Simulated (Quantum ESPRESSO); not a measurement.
Runs of Quantum ESPRESSO 7.5 on SiC (Moissanite 3C). The structure is cubic, space group F-43m (No. 216). The conventional cell has a = 4.358 Å, b = 4.358 Å, c = 4.358 Å, α = 90.00°, β = 90.00°, γ = 90.00°. Si (site symmetry -43m) has 4 C at 1.89 Å as nearest neighbours. Around C (site symmetry -43m) lie 4 Si at 1.89 Å. 

```tsv
potentials or basis	cutoff (eV)	gap on the mesh (eV)
SG15 PBE 1.2	952	1.39
PseudoDojo 0.4 SR PBE stringent	395	(a)
PseudoDojo 0.4 SR PBE stringent	612	1.34
PseudoDojo 0.4 SR PBE stringent	952	1.36
PseudoDojo 0.4 SR PBE stringent	1333	1.36
```

Alike in all rows: task single point; level PBE; no spin polarisation; cell as given; k mesh 4 × 4 × 4; smearing fixed; the mesh is coarse, so values aren't converged.

**Question.** Fill in the values left out.

**Answer.** (a) 1.18.

Caveats: all runs use coarse meshes.

A k mesh can miss the band edges.
